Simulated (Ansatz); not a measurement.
Tb (bcc)

Method: r²SCAN, scalar-relativistic; collinear spin; PAW, 500 eV, Γ-centred 14×14×14 mesh, 0.05 eV Gaussian smearing; code Ansatz. The datasets are Ansatz's generated set soft_2.

```xyz
1
Lattice="-2.0094 2.0094 2.0094 2.0094 -2.0094 2.0094 2.0094 2.0094 -2.0094" Properties=species:S:1:pos:R:3 pbc="T T T"
Tb    0.0000    0.0000    0.0000
```

At room temperature and ambient pressure Tb is hcp.

Magnetic state: ferromagnetic, site spin moments Tb 6.40 μB.

Question: Which orbitals carry the states at the Fermi level, and how many states are there?

Answer: Within 0.1 eV of it: Tb 5d 71 %, Tb 4f 24 % (shares among the projected shells). The Fermi level sits on a steep edge: the density of states is 1.8, 1.9 and 2.4 states/eV per cell at −0.1, 0 and +0.1 eV.

Density of states (tetrahedra, averaged over 0.5 eV; states/eV per cell of 1 atom; energy in eV from the Fermi level; projections on Löwdin-orthogonalised atomic orbitals, summed over sites):

| E | total | Tb 4f down | Tb 4f up | Tb 5d up | Tb 5d down | Tb 6s |
| --- | --- | --- | --- | --- | --- | --- |
| -5.60 | 10.4 | 0.0 | 10.4 | 0.0 | 0.0 | 0.0 |
| -5.10 | 0.0 | 0.0 | 0.0 | 0.0 | 0.0 | 0.0 |
| -4.60 | 2.1 | 0.0 | 2.0 | 0.0 | 0.0 | 0.1 |
| -4.10 | 0.1 | 0.0 | 0.0 | 0.0 | 0.0 | 0.1 |
| -3.60 | 0.2 | 0.0 | 0.0 | 0.0 | 0.0 | 0.1 |
| -3.10 | 0.3 | 0.0 | 0.0 | 0.1 | 0.0 | 0.1 |
| -2.60 | 0.5 | 0.0 | 0.0 | 0.2 | 0.0 | 0.2 |
| -2.10 | 0.6 | 0.0 | 0.0 | 0.4 | 0.1 | 0.2 |
| -1.60 | 0.9 | 0.0 | 0.0 | 0.5 | 0.2 | 0.1 |
| -1.10 | 2.7 | 1.9 | 0.0 | 0.3 | 0.4 | 0.1 |
| -0.60 | 1.4 | 0.2 | 0.0 | 0.6 | 0.6 | 0.1 |
| -0.10 | 1.9 | 0.3 | 0.0 | 1.1 | 0.3 | 0.1 |
| 0.40 | 6.7 | 5.4 | 0.0 | 0.8 | 0.4 | 0.1 |
| 0.90 | 2.3 | 0.8 | 0.0 | 0.5 | 0.9 | 0.0 |
| 1.40 | 6.0 | 4.9 | 0.0 | 0.3 | 0.7 | 0.0 |
| 1.90 | 1.5 | 0.4 | 0.0 | 0.2 | 0.7 | 0.1 |
| 2.40 | 1.0 | 0.1 | 0.0 | 0.4 | 0.4 | 0.0 |
| 2.90 | 0.8 | 0.0 | 0.0 | 0.5 | 0.2 | 0.0 |
| 3.40 | 1.0 | 0.0 | 0.0 | 0.7 | 0.2 | 0.0 |
| 3.90 | 1.3 | 0.0 | 0.0 | 0.7 | 0.5 | 0.0 |
| 4.40 | 2.3 | 0.0 | 0.0 | 1.4 | 0.6 | 0.2 |
| 4.90 | 1.2 | 0.0 | 0.0 | 0.2 | 0.7 | 0.1 |

Without a U the open 4f shell is pinned at the Fermi level, an artefact: in the real crystal it splits into occupied and empty levels away from it, and its large orbital moment is missing here. For elements this heavy, spin–orbit coupling would shift levels and gaps; it isn't included here. The run wasn't fully tested for a lower electronic state. Site moments are of spin, integrated over atomic spheres. No antiparallel order was tried.
